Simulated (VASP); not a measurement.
# WC under changes of volume

One of the cells (10.753 Å³/atom); the others are scaled copies at fixed shape and fractional positions:

```
W C
1.0
     0.00000    2.20721    2.20721
     2.20721    0.00000    2.20721
     2.20721    2.20721    0.00000
W C
1 1
Direct
  0.00000 0.00000 0.00000
  0.50000 0.50000 0.50000
```

Measurements of this composition are mostly on another form, of space group No. 187.

```yaml
Program: VASP 6.6.1
Functional: PBEsol
Potentials_or_basis: VASP PAW PBE potentials, release 64 (W_sv, C)
Cutoff: 520 eV
k_mesh: 10 × 10 × 10
Occupations: fermi-dirac, width 0.05 eV
Spin: no spin polarisation
```

```csv
volume (Å³/atom),energy over the lowest point (meV/atom),pressure (GPa)
9.910,?,?
10.120,2.96,6.4
10.331,0.00,-1.9
10.753,23.83,-15.9
10.964,48.61,-21.8
11.175,80.82,-27.1
```

Problem. What does the run at 9.910 Å³/atom give?

Solution. Energy over the lowest point 17.38 meV/atom; pressure 15.6 GPa.

Worked out: A Birch-Murnaghan fit of order 3 (a polynomial in V^(-2/3)) to the other rows has its minimum at 10.28 Å³/atom with B0 = V·E''(V) = 389 GPa and B' = 4.3. It gives 17.27 meV/atom at 9.910 Å³/atom, against the run's 17.38, and -dE/dV = 15.6 GPa, against 15.6.

Energies are extrapolated to zero smearing.

Caveats: the PAW data sets were made with another functional, which shifts forces and pressure a little.
